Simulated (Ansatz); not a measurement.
Space group Fm-3m (No. 225). a = 6.761 Å, b = 6.761 Å, c = 6.761 Å, α = 90.00°, β = 90.00°, γ = 90.00°
```tsv
atom	site	symmetry	x	y	z
Mg	8c	-43m	0.2500	0.7500	0.7500
Sn	4a	m-3m	0.0000	0.0000	0.0000
```

Equation of state of this Mg₂Sn structure (not necessarily the ground state), with shape and atoms relaxed at each volume where symmetry leaves them free. Level of theory: DFT r2SCAN, scalar-relativistic, plane waves, PAW in Ansatz.

Cutoff 500 eV; k points 10×10×10 on the computed 3-atom cell (Γ-centred); Gaussian smearing, width 0.01 eV; no spin polarisation.

```
V (Å³/atom) E − E(largest V) (meV/atom) P (GPa) gap on mesh (eV)
     24.213                         2.71     3.23              0.31
     24.986                        -8.57     1.49              0.25
     25.759                       -12.07     0.00              0.20
     26.532                        -8.89    -1.28              0.14
     27.304                         0.00    -2.38              0.10
```

Q: Fit a third-order Birch–Murnaghan equation to E(V).

A: V0 = 25.76 Å³/atom, B0 = 46 GPa, B0' = 4.1.

Cost: 5 runs of about 0.88 core-minutes in all, on Intel Xeon Platinum 8375C (Ice Lake) (shared hosts).